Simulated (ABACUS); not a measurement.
Here is an ABACUS 3.10.1 calculation.

INPUT

```
INPUT_PARAMETERS
suffix              NaCl
calculation         nscf
basis_type          pw
pseudo_dir          ./
symmetry            -1
dft_functional      LDA_X+LDA_C_PW
ecutwfc             40.0
pseudo_rcut         10
nspin               1
nbands              18
ks_solver           dav
smearing_method     fd
smearing_sigma      0.00367493
scf_thr             1e-08
scf_nmax            100
mixing_type         broyden
mixing_beta         0.7
ecutrho             320.0
init_chg            file
pw_diag_thr         1e-07
out_band            1
kpar                4
```

File STRU:

```
ATOMIC_SPECIES
Cl 35.4500 cl_lda_v1.4.uspp.F.UPF
Na 22.9898 na_lda_v1.5.uspp.F.UPF

LATTICE_CONSTANT
1.8897261246

LATTICE_VECTORS
-2.7940632177 0.0000000000 2.7940632177
0.0000000000 2.7940632177 2.7940632177
-2.7940632177 2.7940632177 0.0000000000

ATOMIC_POSITIONS
Direct

Cl
0.0
1
0.5000000000 0.5000000000 0.5000000000 1 1 1

Na
0.0
1
0.0000000000 0.0000000000 0.0000000000 1 1 1
```

The input KPT:

```
K_POINTS
12
Line
0.00000000 0.00000000 0.00000000 10 // G
0.50000000 0.00000000 0.50000000 10 // X
0.50000000 0.25000000 0.75000000 10 // W
0.37500000 0.37500000 0.75000000 10 // K
0.00000000 0.00000000 0.00000000 10 // G
0.50000000 0.50000000 0.50000000 10 // L
0.62500000 0.25000000 0.62500000 10 // U
0.50000000 0.25000000 0.75000000 10 // W
0.50000000 0.50000000 0.50000000 10 // L
0.37500000 0.37500000 0.75000000 1 // K
0.62500000 0.25000000 0.62500000 10 // U
0.50000000 0.00000000 0.50000000 1 // X
```

Potentials or basis: GBRV ultrasoft 1.5 LDA, plane waves.

Command:

```console
$ OMP_NUM_THREADS=1 mpirun -np 4 abacus > log
```

Q: Predict the band gap along the path.

A: 4.79 eV, direct.

Levels at the corners of the path, in eV from the Fermi level:
| point | band 5 | band 6 | band 7 | band 8 | band 9 | band 10 | band 11 | band 12 |
| --- | --- | --- | --- | --- | --- | --- | --- | --- |
| Γ | -15.26 | -2.59 | -2.59 | -2.59 | 2.20 | 8.19 | 8.19 | 8.19 |
| X | -14.83 | -4.41 | -3.24 | -3.24 | 4.63 | 5.09 | 8.54 | 11.99 |
| W | -14.81 | -3.90 | -3.90 | -3.42 | 5.98 | 6.83 | 6.83 | 8.49 |
| K | -14.82 | -4.14 | -3.82 | -3.14 | 5.31 | 6.17 | 7.74 | 9.91 |
| Γ | -15.26 | -2.59 | -2.59 | -2.59 | 2.20 | 8.19 | 8.19 | 8.19 |
| L | -14.88 | -4.70 | -2.88 | -2.88 | 4.33 | 7.89 | 8.07 | 8.07 |
| U | -14.82 | -4.14 | -3.82 | -3.14 | 5.31 | 6.17 | 7.74 | 9.91 |
| W | -14.81 | -3.90 | -3.90 | -3.42 | 5.98 | 6.83 | 6.83 | 8.49 |
| L | -14.88 | -4.70 | -2.88 | -2.88 | 4.33 | 7.89 | 8.07 | 8.07 |
| K | -14.82 | -4.14 | -3.82 | -3.14 | 5.31 | 6.17 | 7.74 | 9.91 |
| U | -14.82 | -4.14 | -3.82 | -3.14 | 5.31 | 6.17 | 7.74 | 9.91 |
| X | -14.83 | -4.41 | -3.24 | -3.24 | 4.63 | 5.09 | 8.54 | 11.99 |

Caveat: the density is read from an earlier self-consistent run, whose mesh may be coarse.
